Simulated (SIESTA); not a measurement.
SiO2:

```
CELL_PARAMETERS angstrom
-2.47729 2.47729 3.65567
2.47729 -2.47729 3.65567
2.47729 2.47729 -3.65567
ATOMIC_POSITIONS crystal
Si 0.75000 0.25000 0.50000
Si 0.00000 0.00000 0.00000
O 0.87500 0.02821 0.65321
O 0.77821 0.12500 0.15321
O 0.97179 0.62500 0.84679
O 0.37500 0.22179 0.34679
```

The cell comes from a database or a generator and needn't be the stable form of this composition.

* Program: SIESTA 5.4.2
* Task: single point
* Functional: PBE
* Potentials or basis: PseudoDojo 0.4 standard (PBE files)
* Basis: DZP (energy shift 0.003 Ry)
* Grid cutoff: 800 Ry
* Energy shift: 0.003 Ry
* k mesh: 8 × 8 × 8
* Occupations: fermi-dirac, width 0.05 eV
* Spin: no spin polarisation

On this cell: pressure 6.8 GPa; largest force 0.650 eV/Å; band gap on the k mesh 6.63 eV, indirect (least direct gap 6.66 eV).

The same run follows on a disturbed copy (atoms moved at random, drawn with an rms of 0.05 Å):

```
Si O
1.0
    -2.47729    2.47729    3.65567
     2.47729   -2.47729    3.65567
     2.47729    2.47729   -3.65567
Si O
2 4
Direct
  0.74618 0.24992 0.50364
  0.00524 0.99513 0.00944
  0.87470 0.03536 0.65694
  0.78566 0.13328 0.16771
  0.96721 0.61505 0.83692
  0.38207 0.22429 0.35237
```

**Question.** What does the disturbed cell give?

**Answer.** The energy moves by +39.2 meV/atom; pressure 8.7 GPa; largest force 2.902 eV/Å; band gap on the k mesh 6.56 eV, indirect (least direct gap 6.60 eV).

Forces on the atoms (eV/Å):
```
Si  -1.290  0.606  0.497
Si   0.147 -1.487  0.746
O   -0.650  2.242 -1.723
O   -1.100 -0.623  0.535
O    1.989  1.097  1.380
O    0.904 -1.834 -1.434
```

Stress tensor (GPa, compression positive):
```
 8.91 -1.04  2.11
-1.04  8.63  3.25
 2.11  3.25  8.64
```

Caveats: the basis of atomic orbitals isn't converged, which shifts pressures, moduli and gaps.

A k mesh can miss the band edges.
